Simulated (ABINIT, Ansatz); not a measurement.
# KF (Carobbiite): changed settings of a GW run in ABINIT

What do changed inputs do to GW on KF (Carobbiite)?

Program: ABINIT 10.8.3. Level of theory: PBE and many-body steps on it, plane waves. Results are calculated unless marked as measured.

## 1. The starting structure

The structure is cubic, space group Fm-3m (No. 225). The conventional cell has a = 5.344 Å, b = 5.344 Å, c = 5.344 Å, α = 90.00°, β = 90.00°, γ = 90.00°. Nearest to K lie 6 F at 2.67 Å. F has 6 K at 2.67 Å nearest. Farther neighbours and most contacts between anions are not listed.

The cell and positions come from the Crystallography Open Database and are kept as given unless a step says otherwise.

## 2. Screening, 6×6×6 mesh, 290 bands, screening to 283 eV

This step: ABINIT 10.8.3; RPA screening on PBE, plane waves, norm-conserving pseudopotentials.

The RPA dielectric matrix is built and inverted for each q.

run.abi reads:

```
acell 3*1.0 Angstrom
rprim 
  -0.000000000000 2.671850000000 2.671850000000
  2.671850000000 -0.000000000000 2.671850000000
  2.671850000000 2.671850000000 0.000000000000
ntypat 2
znucl 19 9
natom 2
typat 1 2
xred 
  0.000000000000 0.000000000000 0.000000000000
  0.500000000000 0.500000000000 0.500000000000
pp_dirpath "pseudos"
pseudos "K.upf, F.upf"
ecut 36
ngkpt 6 6 6
nshiftk 1
shiftk 0 0 0
kptopt 1
chksymbreak 0
istwfk *1
occopt 1
irdwfk 1
optdriver 3
nband 290
ecuteps 10.4
inclvkb 2
awtr 1
symchi 1
indata_prefix "in"
outdata_prefix "out"
tmpdata_prefix "tmp"
```

Command:

```console
$ OMP_NUM_THREADS=1 mpirun -n 8 abinit run.abi > log
```

Output:

```text
.Version 10.8.3 of ABINIT. v10.8.2 released Aug 2026.

 Symmetries : space group Fm -3 m (#225); Bravais cF (face-center cubic)
[... echo of the input left out ...]
== DATASET  1 ==================================================================
-   mpi_nproc: 8, omp_nthreads: 1 (-1 if OMP is not activated)

--- !DatasetInfo
iteration_state: {dtset: 1, }
dimensions: {natom: 2, nkpt: 16, mband: 290, nsppol: 1, nspinor: 1, nspden: 1, mpw: 2685, }
cutoff_energies: {ecut:  36.0, pawecutdg:  -1.0, }
electrons: {nelect:   1.60000000E+01, charge:   0.00000000E+00, occopt:   1.00000000E+00, tsmear:   1.00000000E-02, }

 SCREENING: Calculation of the susceptibility and dielectric matrices

 Based on a program developped by R.W. Godby, V. Olevano, G. Onida, and L. Reining.
 Incorporated in ABINIT by V. Olevano, G.-M. Rignanese, and M. Torrent.
.Using double precision arithmetic ; gwpc =  8

[... cell and pseudopotentials left out ...]
--------------------------------------------------------------------------------

 ==== K-mesh for the wavefunctions ====
 Number of points in the irreducible wedge :    16
[... list of points left out ...]
 Together with 48 symmetry operations and time-reversal symmetry
 yields   216 points in the full Brillouin Zone.

 ==== Q-mesh for the screening function ====
 Number of points in the irreducible wedge :    16
[... list of points left out ...]
 Together with 48 symmetry operations and time-reversal symmetry
 yields   216 points in the full Brillouin Zone.

 setmesh: FFT mesh size selected  =    30x   30x   30
          total number of points  =        27000

 vcoul_init : cutoff-mode = AUXILIARY_FUNCTION
 q-points for optical limit:   1
     1)      0.000010    0.000020    0.000030

- screening: taking advantage of time-reversal symmetry
- Maximum band index for partially occupied states nbvw = 8
- Remaining bands to be divided among processors   nbcw = 282
- Number of bands treated by each node ~35

 Number of electrons calculated from density =   16.0000; Expected =   16.0000
 average of density, n =  0.062152
 r_s =    1.5661
 omega_plasma =   24.0483 [eV]

 calculating chi0 at frequencies [eV] :
  1    0.000000E+00    0.000000E+00
  2    0.000000E+00    2.404829E+01

--------------------------------------------------------------------------------
  q-point number  1        q = ( 0.000000, 0.000000, 0.000000) [r.l.u.]
--------------------------------------------------------------------------------
[... chi0 elements left out ...]
 For q-point:  0.000010 0.000020 0.000030
  dielectric constant =   1.8935
  dielectric constant without local fields =   2.1064

  Average fulfillment of the sum rule on Im[epsilon] for q-point    1 :     86.25  [%]
[... wings left out ...]
  q-point number  2        q = ( 0.166667, 0.000000, 0.000000) [r.l.u.]
--------------------------------------------------------------------------------
[... chi0 elements left out ...]
  Average fulfillment of the sum rule on Im[epsilon] for q-point    2 :     90.34  [%]

 [... 14 further q-points ...]
```

Wall time 5.5 min (8 MPI ranks of Arm Neoverse V1, shared host); peak memory 3.8 GiB; 44 min of CPU time.

Numbers from this step:

| Item | Value |
| --- | --- |
| ε∞ with local fields, on this mesh, along the program's q direction | 1.893 |
| the same without local fields | 2.106 |
| plasma frequency | 24.05 eV |
| plane waves in the screening matrix | 411 |

Local fields lower ε∞ by 10 %.

## 3. Base

The self-energy is evaluated for the states that the input lists, and the levels follow from it, in one-shot runs by the linearised quasiparticle equation.

This step: G0W0 on PBE, plane waves, norm-conserving pseudopotentials.

run.abi: that of step 2 with these lines changed.

```diff
@@ -23,8 +23,15 @@
 irdwfk 1
-optdriver 3
+optdriver 4
 nband 290
+gwcalctyp 0
+ecutsigx 36
+symsigma 1
+nkptgw 1
+kptgw 
+  0.0000000000 0.0000000000 0.0000000000
+bdgw 
+  6 12
 ecuteps 10.4
-inclvkb 2
-awtr 1
-symchi 1
+irdscr 1
+ppmodel 1
 indata_prefix "in"
```

Output:

```text
.Version 10.8.3 of ABINIT. v10.8.2 released Aug 2026.

 Symmetries : space group Fm -3 m (#225); Bravais cF (face-center cubic)
[... echo of the input left out ...]
== DATASET  1 ==================================================================
-   mpi_nproc: 8, omp_nthreads: 1 (-1 if OMP is not activated)

--- !DatasetInfo
iteration_state: {dtset: 1, }
dimensions: {natom: 2, nkpt: 16, mband: 290, nsppol: 1, nspinor: 1, nspden: 1, mpw: 2685, }
cutoff_energies: {ecut:  36.0, pawecutdg:  -1.0, }
electrons: {nelect:   1.60000000E+01, charge:   0.00000000E+00, occopt:   1.00000000E+00, tsmear:   1.00000000E-02, }

 SIGMA: Calculation of the GW corrections

 Based on a program developped by R.W. Godby, V. Olevano, G. Onida, and L. Reining.
 Incorporated in ABINIT by V. Olevano, G.-M. Rignanese, and M. Torrent.
.Using double precision arithmetic ; gwpc =  8

[... cell and pseudopotentials left out ...]
--------------------------------------------------------------------------------

 ==== K-mesh for the wavefunctions ====
 Number of points in the irreducible wedge :    16
[... list of points left out ...]
 Together with 48 symmetry operations and time-reversal symmetry
 yields   216 points in the full Brillouin Zone.

 ==== Q-mesh for screening function ====
 Number of points in the irreducible wedge :    16
[... list of points left out ...]
 Together with 48 symmetry operations and time-reversal symmetry
 yields   216 points in the full Brillouin Zone.

 vcoul_init : cutoff-mode = AUXILIARY_FUNCTION
 q-points for optical limit:   1
     1)      0.000010    0.000020    0.000030
 setmesh: FFT mesh size selected  =    40x   40x   40
          total number of points  =        64000

 Number of electrons calculated from density =   16.0000; Expected =   16.0000
 average of density, n =  0.062152
 r_s =    1.5661
 omega_plasma =   24.0483 [eV]

 === KS Band Gaps ===
  >>>> For spin  1
   Minimum direct gap =   6.1994 [eV], located at k-point      :   0.0000  0.0000  0.0000
   Fundamental gap    =   6.1994 [eV], Top of valence bands at :   0.0000  0.0000  0.0000
                                       Bottom of conduction at :   0.0000  0.0000  0.0000
 SIGMA fundamental parameters:
 PLASMON POLE MODEL  1
 number of plane-waves for SigmaX                 2685
 number of plane-waves for SigmaC and W            411
 number of plane-waves for wavefunctions          2685
 number of bands                                   290
 number of independent spin polarizations            1
 number of spinorial components                      1
 number of k-points in IBZ                          16
 number of q-points in IBZ                          16
 number of symmetry operations                      48
 number of k-points in BZ                          216
 number of q-points in BZ                          216
 number of frequencies for dSigma/dE                 9
 frequency step for dSigma/dE [eV]                0.25
 number of omega for Sigma on real axis              0
 max omega for Sigma on real axis  [eV]           0.00
 zcut for avoiding poles [eV]                     0.10

 EPSILON^-1 parameters (SCR file):
 dimension of the eps^-1 matrix on file            411
 dimension of the eps^-1 matrix used               411
 number of plane-waves for wavefunctions          2685
 number of bands                                   290
 number of q-points in IBZ                          16
 number of frequencies                               2
 number of real frequencies                          1
 number of imag frequencies                          1

 matrix elements of self-energy operator (all in [eV])

 Perturbative Calculation

--- !SelfEnergy_ee
iteration_state: {dtset: 1, }
kpoint     : [   0.000,    0.000,    0.000, ]
spin       : 1
KS_gap     :    6.199
QP_gap     :    9.703
Delta_QP_KS:    3.503
data: !SigmaeeData |
     Band     E0 <VxcDFT>   SigX SigC(E0)      Z dSigC/dE  Sig(E)    E-E0       E
        6   0.131 -21.899 -29.568   4.513   0.804  -0.244 -24.436  -2.537  -2.406
        7   0.131 -21.899 -29.568   4.513   0.804  -0.244 -24.436  -2.537  -2.406
        8   0.131 -21.899 -29.568   4.513   0.804  -0.244 -24.436  -2.537  -2.406
        9   6.330  -7.969  -4.027  -2.865   0.897  -0.115  -7.003   0.966   7.296
       10  10.825 -10.841  -4.975  -3.272   0.890  -0.124  -8.534   2.307  13.132
       11  10.825 -10.841  -4.975  -3.272   0.890  -0.124  -8.534   2.307  13.132
       12  10.825 -10.841  -4.975  -3.272   0.890  -0.124  -8.534   2.307  13.132

== END DATASET(S) ==============================================================
================================================================================

 -outvars: echo values of variables after computation  --------
           etotal      0.0000000000E+00
            nband         290
             nkpt          16
          spgroup         225
 [... the other variables as echoed above ...]

 Calculation completed.
```

Elapsed: 36 s, on 8 MPI ranks; peak memory 4.1 GiB.

Numbers from this step:

```yaml
g0w0_gap_on_the_points_computed: 9.702 eV
starting_gap_on_the_mesh: 6.199 eV
k_of_the_valence_top: 0, 0, 0
k_of_the_conduction_bottom: 0, 0, 0
z_at_the_valence_top: 0.804
z_at_the_conduction_bottom: 0.897
least_direct_g0w0_gap_on_the_computed_points: 9.702 eV
```

The gap on the mesh goes from 6.20 eV to 9.70 eV, a correction of +3.50 eV.

## 4. No symmetry in the self-energy

run.abi: that of step 3 with these lines changed.

```diff
@@ -27,3 +27,3 @@
 ecutsigx 36
-symsigma 1
+symsigma 0
 nkptgw 1
```

Output:

```text
.Version 10.8.3 of ABINIT. v10.8.2 released Aug 2026.

 Symmetries : space group Fm -3 m (#225); Bravais cF (face-center cubic)
[... echo of the input left out ...]
== DATASET  1 ==================================================================
-   mpi_nproc: 8, omp_nthreads: 1 (-1 if OMP is not activated)

--- !DatasetInfo
iteration_state: {dtset: 1, }
dimensions: {natom: 2, nkpt: 16, mband: 290, nsppol: 1, nspinor: 1, nspden: 1, mpw: 2685, }
cutoff_energies: {ecut:  36.0, pawecutdg:  -1.0, }
electrons: {nelect:   1.60000000E+01, charge:   0.00000000E+00, occopt:   1.00000000E+00, tsmear:   1.00000000E-02, }

 SIGMA: Calculation of the GW corrections

 Based on a program developped by R.W. Godby, V. Olevano, G. Onida, and L. Reining.
 Incorporated in ABINIT by V. Olevano, G.-M. Rignanese, and M. Torrent.
.Using double precision arithmetic ; gwpc =  8

[... cell and pseudopotentials left out ...]
--------------------------------------------------------------------------------

 ==== K-mesh for the wavefunctions ====
 Number of points in the irreducible wedge :    16
[... list of points left out ...]
 Together with 48 symmetry operations and time-reversal symmetry
 yields   216 points in the full Brillouin Zone.

 ==== Q-mesh for screening function ====
 Number of points in the irreducible wedge :    16
[... list of points left out ...]
 Together with 48 symmetry operations and time-reversal symmetry
 yields   216 points in the full Brillouin Zone.

 vcoul_init : cutoff-mode = AUXILIARY_FUNCTION
 q-points for optical limit:   1
     1)      0.000010    0.000020    0.000030
 setmesh: FFT mesh size selected  =    40x   40x   40
          total number of points  =        64000

 Number of electrons calculated from density =   16.0000; Expected =   16.0000
[...]
number of q-points in BZ                          216
 number of frequencies for dSigma/dE                 9
 frequency step for dSigma/dE [eV]                0.25
 number of omega for Sigma on real axis              0
 max omega for Sigma on real axis  [eV]           0.00
 zcut for avoiding poles [eV]                     0.10

 EPSILON^-1 parameters (SCR file):
 dimension of the eps^-1 matrix on file            411
 dimension of the eps^-1 matrix used               411
 number of plane-waves for wavefunctions          2685
 number of bands                                   290
 number of q-points in IBZ                          16
 number of frequencies                               2
 number of real frequencies                          1
 number of imag frequencies                          1

 matrix elements of self-energy operator (all in [eV])

 Perturbative Calculation

--- !SelfEnergy_ee
iteration_state: {dtset: 1, }
kpoint     : [   0.000,    0.000,    0.000, ]
spin       : 1
KS_gap     :    6.199
QP_gap     :    9.703
Delta_QP_KS:    3.503
data: !SigmaeeData |
     Band     E0 <VxcDFT>   SigX SigC(E0)      Z dSigC/dE  Sig(E)    E-E0       E
        6   0.131 -21.899 -29.568   4.513   0.804  -0.244 -24.436  -2.537  -2.406
        7   0.131 -21.899 -29.568   4.513   0.804  -0.244 -24.436  -2.537  -2.406
        8   0.131 -21.899 -29.568   4.513   0.804  -0.244 -24.436  -2.537  -2.406
        9   6.330  -7.969  -4.027  -2.865   0.897  -0.115  -7.003   0.966   7.296
       10  10.825 -10.841  -4.975  -3.272   0.890  -0.124  -8.534   2.307  13.132
       11  10.825 -10.841  -4.975  -3.272   0.890  -0.124  -8.534   2.307  13.132
       12  10.825 -10.841  -4.975  -3.272   0.890  -0.124  -8.534   2.307  13.132

== END DATASET(S) ==============================================================
================================================================================

 -outvars: echo values of variables after computation  --------
           etotal      0.0000000000E+00
            nband         290
             nkpt          16
          spgroup         225
 [... the other variables as echoed above ...]

 Calculation completed.
```

It took 7.4 min on 8 MPI ranks; peak memory 4.2 GiB.

This step gave:

```
G0W0 gap on the points computed              : 9.702 eV
starting gap on the mesh                     : 6.199 eV
k of the valence top                         : 0, 0, 0
k of the conduction bottom                   : 0, 0, 0
Z at the valence top                         : 0.804
Z at the conduction bottom                   : 0.897
least direct G0W0 gap on the computed points : 9.702 eV
```

Against G0W0 in ABINIT (6×6×6 mesh, 290 bands, screening to 283 eV, Godby-Needs plasmon pole), the gap moves by +0.000 eV.

## 5. Point off the mesh

run.abi: that of step 4 with these lines changed.

```diff
@@ -27,8 +27,8 @@
 ecutsigx 36
-symsigma 0
+symsigma 1
 nkptgw 1
 kptgw 
-  0.0000000000 0.0000000000 0.0000000000
+  0.137 0.291 0
 bdgw 
-  6 12
+  8 9
 ecuteps 10.4
```

Output:

```text
.Version 10.8.3 of ABINIT. v10.8.2 released Aug 2026.

 Symmetries : space group Fm -3 m (#225); Bravais cF (face-center cubic)
================================================================================
 Values of the parameters that define the memory need of the present run
     intxc =       0    ionmov =       0      iscf =       7    lmnmax =       6
     lnmax =       6     mgfft =      40  mpssoang =       3    mqgrid =    3001
     natom =       2  nloc_mem =       1    nspden =       1   nspinor =       1
    nsppol =       1      nsym =      48    n1xccc =    2501    ntypat =       2
    occopt =       1   xclevel =       2
-    mband =         290        mffmem =           1         mkmem =           2
       mpw =        2685          nfft =       64000          nkpt =          16
================================================================================
  Rough estimation (10% accuracy) of disk space for files :
================================================================================

--------------------------------------------------------------------------------
------------- Echo of variables that govern the present computation ------------
--------------------------------------------------------------------------------
 -outvars: echo values of preprocessed input variables --------
            acell      1.8897261259E+00  1.8897261259E+00  1.8897261259E+00 Bohr

             bdgw           8       9
      chksymbreak           0
             ecut      3.60000000E+01 Hartree
          ecuteps      1.04000000E+01 Hartree
         ecutsigx      3.60000000E+01 Hartree
          ecutwfn      3.60000000E+01 Hartree
-          fftalg         312
           irdscr           1
           irdwfk           1

              ixc     -101130
[...]
- K Generated using ONCVPSP code by D. R. Hamann
- 19.00000   9.00000  171031                  znucl, zion, pspdat
12 -101130 2 -1 2222                          pspcod,pspxc,lmax,lloc,mmax
     nproj     2     2     2
  pspatm : epsatm=    8.42413758
         --- l  ekb(1:nproj) -->
[...]
pspatm: atomic psp has been read  and splines computed

- F Generated using ONCVPSP code by D. R. Hamann
-  9.00000   7.00000  171031                  znucl, zion, pspdat
12 -101130 2 -1 832                           pspcod,pspxc,lmax,lloc,mmax
     nproj     2     2     1
  pspatm : epsatm=    4.87625608
         --- l  ekb(1:nproj) -->
             0    6.519403    1.070094
             1   -3.955629   -1.291931
             2   -2.441503
 pspatm: atomic psp has been read  and splines computed

   2.12806299E+02                                ecore*ucvol(ha*bohr**3)
--------------------------------------------------------------------------------

 ==== K-mesh for the wavefunctions ====
 Number of points in the irreducible wedge :    16
 Reduced coordinates and weights :

     1)     0.00000000E+00  0.00000000E+00  0.00000000E+00       0.00463
     2)     1.66666667E-01  0.00000000E+00  0.00000000E+00       0.03704
     3)     3.33333333E-01  0.00000000E+00  0.00000000E+00       0.03704
[...]
15)    -3.33333333E-01  3.33333333E-01  1.66666667E-01       0.11111
    16)    -3.33333333E-01  5.00000000E-01  1.66666667E-01       0.05556

 Together with 48 symmetry operations and time-reversal symmetry
 yields   216 points in the full Brillouin Zone.

--- !ERROR
message: |
    k-point [ 1.3700E-01,  2.9100E-01,  0.0000E+00]  not in the list of k points treated in the preparatory SCF run.
     Change kptgw, or shiftk of previous run.

--- !ERROR
message: |
    k-point [ 1.3700E-01,  2.9100E-01,  0.0000E+00]  not in the list of k points treated in the preparatory SCF run.
     Change kptgw, or shiftk of previous run.

--- from the log ---
k-point [ 1.3700E-01,  2.9100E-01,  0.0000E+00]  not in the list of k points treated in the preparatory SCF run.
     Change kptgw, or shiftk of previous run.
```

The job ended after 2.1 s (8 MPI ranks; peak memory 0.06 GiB).

The run stopped with an error after 2.1 s.

The program's words: k-point [ 1.3700E-01,  2.9100E-01,  0.0000E+00]  not in the list of k points treated in the preparatory SCF run. Change kptgw, or shiftk of previous run.

The fault put into this input: point off the mesh.

## 6. The runs together

Times are wall times on 8 MPI ranks of Arm Neoverse V1, shared host, good to a factor of about two. A run's time includes the screening step that it read.

| run | mesh | bands | screening cutoff (eV) | DFT gap (eV) | gap on the mesh (eV) | direct (eV) | ε∞ used | time |
| --- | --- | --- | --- | --- | --- | --- | --- | --- |
| base | 6×6×6 | 290 | 283 | 6.199 | 9.702 | 9.702 | 1.89 | 6.1 min |
| no symmetry in the self-energy | 6×6×6 | 290 | 283 | 6.199 | 9.702 | 9.702 | 1.89 | 13 min |

## 7. Results

```
base                           : 9.702 eV
no symmetry in the self-energy : 9.702 eV
known limits                   : not at the basis limit
```

What this shows: No symmetry in the self-energy: no change against base (keys changed: symsigma). Bands and cutoff are finite, so the gap is not at the basis limit. The miss can reach some tenths of an eV and take either sign; the mesh is an error of its own. In the G0W0 runs levels were corrected at 1 k point alone, so a gap called «on the mesh» is the least over those, and an edge elsewhere would be missed.

[Paths, hosts, dates, memory and timing lines, banners, echoed tables and standing remarks are left out of the program output.]

[Logs are printed without paths, hosts, clocks, repeated set-up lines and the standing remarks that a program may print on its own settings, such as how far it seeks lower states.]

[Runs of the session that timed out or met a known fault of the program may be left out.]

[Hosts, paths, dates, database ids (printed as entryN), source tags and the programs' standing remarks are cut or masked in the printed files.]

[G0W0 gaps are taken among the corrected bands and points alone; a level outside them can change the order at an edge.]

[Where Ansatz stands beside ABINIT at settings called matched, ABINIT's density can come from a denser mesh and the files from another edition; pairs whose starting gaps differed by over 0.03 eV were left out, so agreement reads better than it is.]
